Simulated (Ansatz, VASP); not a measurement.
# H2O in two plane-wave programs

One calculation is typed for both programs; each brings its own data sets. How far apart do they land? The cell is taken from a series of runs on this material, whose earlier steps may have relaxed, scaled, displaced or heated it; both programs get it as it stands.

Program: Ansatz 0.2.0. Level of theory: plane waves, with VASP 6.6.1 beside it; single point at RPBE with D3(BJ) and single point at r2SCAN with D4. Results are calculated unless marked as measured.

**1. The structure**

The cell holds 3 atoms: 1 O and 2 H. Cell: a = 12.000 Å, b = 12.300 Å, c = 12.600 Å, α = 90.0°, β = 90.0°, γ = 90.0°. As first built, before any earlier steps moved the atoms (in the runner's words): one molecule of H2O in a box of 12 x 12.3 x 12.6 A, bonds from typed starting values. Vacuum lies along a, b and c.

**2. Ansatz: single point, RPBE with D3(BJ)**

Ansatz runs on its default PAW (the set named soft_2) files.

With cell and atoms fixed, the geometry can't cause a difference; cores, projectors, grids and the points listed under the comparison can.

Contents of input.yaml:

```yaml
crystal:
  lattice:
    - [12.0, 0.0, 0.0]
    - [0.0, 12.3, 0.0]
    - [0.0, 0.0, 12.6]
  atoms:
    - { symbol: O, position: [0.50055, 0.49894, 0.47487] }
    - { symbol: H, position: [0.56521, 0.50152, 0.52093] }
    - { symbol: H, position: [0.43807, 0.49872, 0.52363] }
kpoints:
  mp_grid: { grid: [1, 1, 1] }
hamiltonian:
  xc: rpbe
  dispersion: d3bj
scf:
  occupations: { method: fermi_dirac, width: 0.01 }
output:
  forces: true
```

Started as:

```bash
$ ansatz run input.yaml --threads 4 --pin off --max-ram 8192MiB --backend cpu --events-out ev --progress --plain --runs-dir out
```

Numbers of over 12 decimals in the logs are rounded to 6 here.

The program printed:

```text
Engine: ansatz 0.2.0, aarch64-unknown-linux-gnu
Pseudopotentials: kind: paw
Pseudopotential: O, paw, valence charge 6, recommended cutoff 420 eV (normal), O.paw.azcp
Pseudopotential: H, paw, valence charge 1, recommended cutoff 420 eV (normal), H.paw.azcp
Functional definition: RPBE
  parameter kappa = 0.804
  parameter beta = 0.066725
  exchange = rpbe_x(kappa = kappa, mu = beta*pi^2/3)
  correlation = pbe_c(beta = beta)
Crystal: 3 atoms, lattice volume = 1859.760 Å³
Basis set: ecut = 420 eV, 36331 PW (Γ), exchange–correlation on 162×180×180 points (8 copies of the dense FFT grid, shifted against one another)
Bands: 8, of which v1, the nominal top of the filled ones, is band 4 counted from 1 (3 counted from 0)
Symmetry: 1 space group operations
Space group: P1 (ITA 1), of the structure as read, at distance tolerance 1.2e-4 Å
k-points: 1
Non-local potential: O, projectors of the file, l = 0: 2, l = 1: 2, l = 2: 1
Non-local potential: H, projectors of the file, l = 0: 2, l = 1: 1
PAW form: soft (Blöchl's): semilocal exchange-correlation on the pseudo side does not see the compensation charge
PAW frozen core: O, regenerated for the run's functional, and the local potential with it (the file was generated under x = pbe(κ = 0.804, μ = 0.219515), c = pbe(β = 0.066725))
PAW one-centre angular grid: O, 110 points (default); XC on 64 Gauss nodes
PAW one-centre angular grid: H, 110 points (default); XC on 64 Gauss nodes
Initial density: superposition of atomic densities (neutral atoms: chi_scale 0, normalization atom), corrected by the library's trained network
Initial wavefunctions: pseudopotential atomic-orbital guess
Functional: x = rpbe, c = pbe(β = 0.066725)
SCF iter   1: F=—  HF=-601.436997 eV  |F-HF|=—  |Δ(HF+E_count)|=         —  Δρ=4.65e-4  dr2=2.17e-3  ethr=1.77e-3  ⟨swp⟩=11.0  Hψ=100  notcnv=0
preconditioner: auto → Resta (q_TF=auto, 1.100 Å⁻¹)  ε∞=1.0  [insulator: Δε(μ)=6.055 eV  Ē_g=9.827 eV  σ=0.010 eV  W_gap=1.00  n_scr=32 (ndim 8)  ℏωp=2.1 eV  f_vac=0.938  D(μ)=0.00/eV (n_scr^D=0)  ε∞_Penn≈1.0  vacuum switching on, ρ_ref=7.0e-3 e/Å³]
SCF iter   2: F=—  HF=-601.436718 eV  |F-HF|=—  |Δ(HF+E_count)|=   2.79e-4  Δρ=1.51e-4  dr2=4.03e-4  ethr=2.71e-5  ⟨swp⟩=5.0  Hψ=31  notcnv=0
SCF iter   3: F=—  HF=-601.436886 eV  |F-HF|=—  |Δ(HF+E_count)|=   1.68e-4  Δρ=9.53e-5  dr2=9.64e-5  ethr=5.04e-6  ⟨swp⟩=5.0  Hψ=24  notcnv=0
SCF iter   4: F=—  HF=-601.436990 eV  |F-HF|=—  |Δ(HF+E_count)|=   1.03e-4  Δρ=2.01e-5  dr2=6.89e-6  ethr=1.20e-6  ⟨swp⟩=4.0  Hψ=22  notcnv=0
SCF iter   5: F=—  HF=-601.437011 eV  |F-HF|=—  |Δ(HF+E_count)|=   2.11e-5  Δρ=5.39e-6  dr2=2.19e-7  ethr=8.62e-8  ⟨swp⟩=4.0  Hψ=18  notcnv=0
SCF iter   6: F=-601.437016 eV  HF=-601.437016 eV  |F-HF|=1.65e-9  |Δ(HF+E_count)|=   5.74e-6  Δρ=1.03e-6  dr2=9.93e-9  ethr=1.25e-9  ⟨swp⟩=5.0  Hψ=27  notcnv=0
SCF 1 converged in 6 iterations: F = -601.437016 eV  dr2 = 9.93e-9
  greatest PAW one-centre occupation: 0.872 electrons in one spin orbital (limit 2), on the O atom at site 0 (counted from 0), in its partial waves of l = 0
SCF converged after 6 iterations
Free energy (F): -601.437016 eV
Harris-Foulkes:  -601.437016 eV  (|F-HF|=1.65e-9)
Internal energy: -601.437016 eV  (E = F + TS)
E sigma→0 (E₀):  -601.437016 eV
Fermi energy:    -4.076680 eV
--- Per-component energies (eV) ---
  E_band       = -109.360196
  E_kinetic    = 202.558703
  E_local      = -1158.457464  (includes V_loc(G=0)·N_el)
  E_nonlocal   = 50.737488
  E_hartree    = 474.524754
  E_xc         = -91.453642
  E_vxc        = -116.255918  (∫ρ·V_xc dr)
  E_paw        = -160.937217  (= ΣΔE_a)
  E_vpaw       = -36.990521  (= ΣTr[D̂ρ^β])
  E_aug_tail   = -0.000127  (compensation charges beyond the density's cutoff)
  E_ewald      = 81.664969
  E_disp       = -0.053579  (pairwise vdW)
  E_core_change = -0.020901  (= ΣΔE_core)
  E_smearing   = -0.000000  (= −TS)
  E_closure    = -0.000000  (closes the sum)
  Σ components = -601.437016   (vs F -601.437016, Δ=0.00e0)
--- Forces (eV/Å), atoms counted from 1 ---
  atom   1  O      0.00399884    -0.00136527    -0.06067054
  atom   2  H      0.02264472     0.00122111     0.02768466
  atom   3  H     -0.02663310     0.00014769     0.03307436
  max |Σ_I F_I| component: 8.85e-5 eV/Å
```

**3. VASP: single point, RPBE with D3(BJ)**

The same cell, functional, mesh and smearing now go to VASP, with its own data sets.

Lines of VASP's logs that name or quote its potential files are left out, and so is its time.

Contents of INCAR:

```
SYSTEM = H2O
PREC = Accurate
ENCUT = 520
EDIFF = 1E-06
NELM = 120
ISMEAR = -1
SIGMA = 0.01
LREAL = .FALSE.
ALGO = Normal
GGA = RP
IVDW = 12
NBANDS = 10
LORBIT = 11
LWAVE = .FALSE.
LCHARG = .FALSE.
ISIF = 2
LASPH = .TRUE.
GGA_COMPAT = .FALSE.
EFERMI = MIDGAP
```

Contents of POSCAR:

```
H2O
1.0
   12.0000000000      0.0000000000      0.0000000000
    0.0000000000     12.3000000000      0.0000000000
    0.0000000000      0.0000000000     12.6000000000
O H
1 2
Direct
    0.5005500000      0.4989400000      0.4748700000
    0.5652100000      0.5015200000      0.5209300000
    0.4380700000      0.4987200000      0.5236300000
```

Contents of KPOINTS:

```
Automatic mesh
0
Gamma
1 1 1
0 0 0
```

Potentials, in the order of the species: O and H (PBE family, release 64).

Started as:

```bash
$ mpirun -np 8 vasp_gam
```

The program printed:

```text
[banner, memory and clock lines left out]
running    8 mpi-ranks, on    1 nodes
 distrk:  each k-point on    8 cores,    1 groups
 distr:  one band on    1 cores,    8 groups

 POSCAR found type information on POSCAR O H
 POSCAR found :  2 types and       3 ions
|                                                                             |
|           W    W    AA    RRRRR   N    N  II  N    N   GGGG   !!!           |
|           W    W   A  A   R    R  NN   N  II  NN   N  G    G  !!!           |
|           W    W  A    A  R    R  N N  N  II  N N  N  G       !!!           |
|           W WW W  AAAAAA  RRRRR   N  N N  II  N  N N  G  GGG   !            |
|           WW  WW  A    A  R   R   N   NN  II  N   NN  G    G                |
|           W    W  A    A  R    R  N    N  II  N    N   GGGG   !!!           |
|                                                                             |
|     For optimal performance we recommend to set                             |
|       NCORE = 2 up to number-of-cores-per-socket                            |
|     NCORE specifies how many cores store one orbital (NPAR=cpu/NCORE).      |
|     This setting can greatly improve the performance of VASP for DFT.       |
|     The default, NCORE=1 might be grossly inefficient on modern             |
|     multi-core architectures or massively parallel machines. Do your        |
|     Unfortunately you need to use the default for GW and RPA                |
|     calculations (for HF NCORE is supported but not extensively tested      |
|     yet).                                                                   |
|                                                                             |

|                                                                             |
|               ----> ADVICE to this user running VASP <----                  |
|                                                                             |
|     You enforced a specific xc type in the INCAR file but a different       |
|     [... a line on the potential file left out ...]
|     I HOPE YOU KNOW WHAT YOU ARE DOING!                                     |
|                                                                             |

 LDA part: xc-table for (Slater+PW92), standard interpolation
|                                                                             |
|           W    W    AA    RRRRR   N    N  II  N    N   GGGG   !!!           |
|           W    W   A  A   R    R  NN   N  II  NN   N  G    G  !!!           |
|           W    W  A    A  R    R  N N  N  II  N N  N  G       !!!           |
|           W WW W  AAAAAA  RRRRR   N  N N  II  N  N N  G  GGG   !            |
|           WW  WW  A    A  R   R   N   NN  II  N   NN  G    G                |
|           W    W  A    A  R    R  N    N  II  N    N   GGGG   !!!           |
|                                                                             |
|     The number of bands has been changed from the values supplied in        |
|     The orbitals not found in the WAVECAR file will be initialized with     |
|     random numbers, which is usually adequate. For correlated               |
|     calculations, however, you should redo the groundstate calculation.     |
|     I found NBANDS = 10. Now, NBANDS = 16.                                  |
|                                                                             |

 POSCAR, INCAR and KPOINTS ok, starting setup
 FFT: planning ... GRIDC
 FFT: planning ... GRID_SOFT
 FFT: planning ... GRID
 WAVECAR not read
 entering main loop
       N       E                     dE             d eps       ncg     rms          rms(c)
DAV:   1     0.789362082607E+02    0.78936E+02   -0.17399E+03    40   0.233E+02
DAV:   2     0.134878411457E+02   -0.65448E+02   -0.63013E+02    64   0.415E+01
DAV:   3    -0.140015869175E+02   -0.27489E+02   -0.27448E+02    40   0.423E+01
DAV:   4    -0.161417722608E+02   -0.21402E+01   -0.21391E+01    48   0.117E+01
DAV:   5    -0.161572412727E+02   -0.15469E-01   -0.15469E-01    32   0.118E+00    0.789E+00
DAV:   6    -0.143213427474E+02    0.18359E+01   -0.82798E+00    40   0.109E+01    0.326E+00
DAV:   7    -0.142350234818E+02    0.86319E-01   -0.27326E-01    40   0.156E+00    0.206E+00
DAV:   8    -0.141532367028E+02    0.81787E-01   -0.62440E-02    40   0.128E+00    0.225E-01
DAV:   9    -0.141496329042E+02    0.36038E-02   -0.14915E-02    40   0.380E-01    0.162E-01
DAV:  10    -0.141543907860E+02   -0.47579E-02   -0.77045E-03    32   0.407E-01    0.115E-01
DAV:  11    -0.141561950670E+02   -0.18043E-02   -0.21167E-03    48   0.146E-01    0.427E-02
DAV:  12    -0.141627614867E+02   -0.65664E-02   -0.32268E-03    48   0.162E-01    0.280E-02
DAV:  13    -0.141648551150E+02   -0.20936E-02   -0.40830E-04    48   0.641E-02    0.230E-02
DAV:  14    -0.141659369648E+02   -0.10818E-02   -0.12897E-04    48   0.366E-02    0.858E-03
DAV:  15    -0.141662501850E+02   -0.31322E-03   -0.22542E-05    48   0.195E-02    0.951E-03
DAV:  16    -0.141664619097E+02   -0.21172E-03   -0.37359E-05    40   0.189E-02    0.346E-03
DAV:  17    -0.141665812543E+02   -0.11934E-03   -0.10928E-05    40   0.104E-02    0.232E-03
DAV:  18    -0.141665999077E+02   -0.18653E-04   -0.73093E-07    48   0.262E-03    0.987E-04
DAV:  19    -0.141666158647E+02   -0.15957E-04   -0.49716E-07    32   0.266E-03    0.100E-03
DAV:  20    -0.141666197789E+02   -0.39143E-05   -0.25319E-07    48   0.172E-03    0.360E-04
DAV:  21    -0.141666209786E+02   -0.11996E-05   -0.29274E-08    48   0.647E-04    0.646E-05
DAV:  22    -0.141666218869E+02   -0.90836E-06   -0.10720E-08    40   0.263E-04
   1 F= -.14220202E+02 E0= -.14220202E+02  d E =0.000000E+00
```

From OUTCAR (step 3):

```text
ion  position               nearest neighbor table
   1  0.501  0.499  0.475-   3 0.97   2 0.97
   2  0.565  0.502  0.521-   1 0.97
   3  0.438  0.499  0.524-   1 0.97

  LATTYP: Found a simple orthorhombic cell.
 ALAT       =    12.0000000000
 B/A-ratio  =     1.0250000000
 C/A-ratio  =     1.0500000000

 Subroutine GETGRP returns: Found  1 space group operations
 (whereof  1 operations were pure point group operations)

The static configuration has the point symmetry C_1 .

 Found      1 irreducible k-points:

   k-points           NKPTS =      1   k-points in BZ     NKDIM =      1   number of bands    NBANDS=     16

   dimension x,y,z NGX =    90 NGY =   96 NGZ =   96
   dimension x,y,z NGXF=   180 NGYF=  192 NGZF=  192

   ENCUT  =  520.0 eV  38.22 Ry    6.18 a.u.  22.31 22.87 23.43*2*pi/ulx,y,z

   NELECT =       8.0000    total number of electrons

 k-points in reciprocal lattice and weights: Automatic mesh
   0.00000000  0.00000000  0.00000000       1.000

 average (electrostatic) potential at core
       1 -80.6510       2 -44.8825       3 -44.8841

 E-fermi :  -4.0893

 k-point     1 :       0.0000    0.0000    0.0000
  band No.  band energies     occupation
      1     -25.3394      2.00000
      2     -13.0176      2.00000
      3      -9.2442      2.00000
      4      -7.1361      2.00000
      5      -1.0425      0.00000
      6       0.2337      0.00000
      7       0.4654      0.00000
      8       0.7122      0.00000
      9       0.7189      0.00000
    ...

 Edisp (eV)   -0.05358

  Total       0.15878    -0.05988     0.01135     0.00491     0.00175    -0.00641
  in kB       0.13679    -0.05158     0.00978     0.00423     0.00151    -0.00552
  external pressure =        0.03 kB  Pullay stress =        0.00 kB

  energy-cutoff  :      520.00
  volume of cell :     1859.76
      direct lattice vectors                 reciprocal lattice vectors
    12.000000000  0.000000000  0.000000000     0.083333333  0.000000000  0.000000000
     0.000000000 12.300000000  0.000000000     0.000000000  0.081300813  0.000000000
     0.000000000  0.000000000 12.600000000     0.000000000  0.000000000  0.079365079

 POSITION                                       TOTAL-FORCE (eV/Angst)
 -----------------------------------------------------------------------------------
      6.00660      6.13696      5.98336         0.002860     -0.002844     -0.134238
      6.78252      6.16870      6.56372         0.140270      0.004553      0.061731
      5.25684      6.13426      6.59774        -0.143130     -0.001709      0.072507
 -----------------------------------------------------------------------------------
    total drift:                                0.000087      0.000523      0.000149

  FREE ENERGIE OF THE ION-ELECTRON SYSTEM (eV)
  ---------------------------------------------------
  free  energy   TOTEN  =       -14.2202016260 eV

  energy  without entropy=      -14.2202016260  energy(sigma->0) =      -14.22020163

 total charge
# of ion       s       p       d       tot
------------------------------------------
    1        1.572   3.605   0.000   5.176
    2        0.634   0.123   0.000   0.756
    3        0.634   0.123   0.000   0.757
--------------------------------------------------
tot          2.839   3.850   0.000   6.689
```

**4. Differences**

Known differences besides the potentials themselves: the cutoff is 420 eV in Ansatz and 520 eV in VASP; Ansatz makes its cores anew for this functional, VASP keeps those of its PBE data sets. Total energies have different zeros and are not compared.

Both answers:

```
              quantity  Ansatz   VASP  difference
gap on the k mesh (eV)   6.106  6.094      +0.012
```

Forces (eV/Å; atoms numbered as in POSCAR):

```
atom         Ansatz x, y, z           VASP x, y, z
  O1  0.004, -0.001, -0.061  0.003, -0.003, -0.134
  H2    0.023, 0.001, 0.028    0.140, 0.005, 0.062
  H3   -0.027, 0.000, 0.033  -0.143, -0.002, 0.073
```

The forces differ by 63 meV/Å r.m.s., where the r.m.s. force is 0.027 eV/Å in Ansatz and 0.086 eV/Å in VASP: the atoms lie near their places of rest in Ansatz, so a percentage would say little (all taken over all components).

[end of part 1 of 2]

[Lines on the potential files, build, host, timing and source positions are cut from VASP's logs without a mark.]

[Logs are printed without paths, hosts, clocks, repeated set-up lines and the standing remarks that a program may print on its own settings, such as how far it seeks lower states.]

[Hosts, paths, dates, database ids (printed as entryN), source tags and the programs' standing remarks are cut or masked in the printed files.]
